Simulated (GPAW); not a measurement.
The system is CsPbBr3.

```
CELL_PARAMETERS angstrom
5.87000 0.00000 0.00000
0.00000 5.87000 0.00000
0.00000 0.00000 5.87000
ATOMIC_POSITIONS crystal
Pb 0.50000 0.50000 0.50000
Cs 0.00000 0.00000 0.00000
Br 0.50000 0.50000 0.00000
Br 0.50000 0.00000 0.50000
Br 0.00000 0.50000 0.50000
```

Measurements of this composition are mostly on another form, of space group No. 62.

Base run:

| Quantity | Value |
| --- | --- |
| Program | GPAW 26.7.0 |
| Functional | PBE |
| Potentials or basis | GPAW PAW data sets (gpaw-data 1.2.1) |
| Cutoff | 600 eV |
| Basis | pw |
| k mesh | 5 × 5 × 5 |
| Occupations | fermi-dirac, width 0.05 eV |
| Spin | no spin polarisation |

Its results: pressure 1.4 GPa.

Problem. The run is repeated on the same cell with these changes: functional from PBE to r2SCAN. What comes out?

Solution. Pressure 0.7 GPa.

Caveats: the PAW data sets were made with another functional, which shifts forces and pressure a little (some runs).
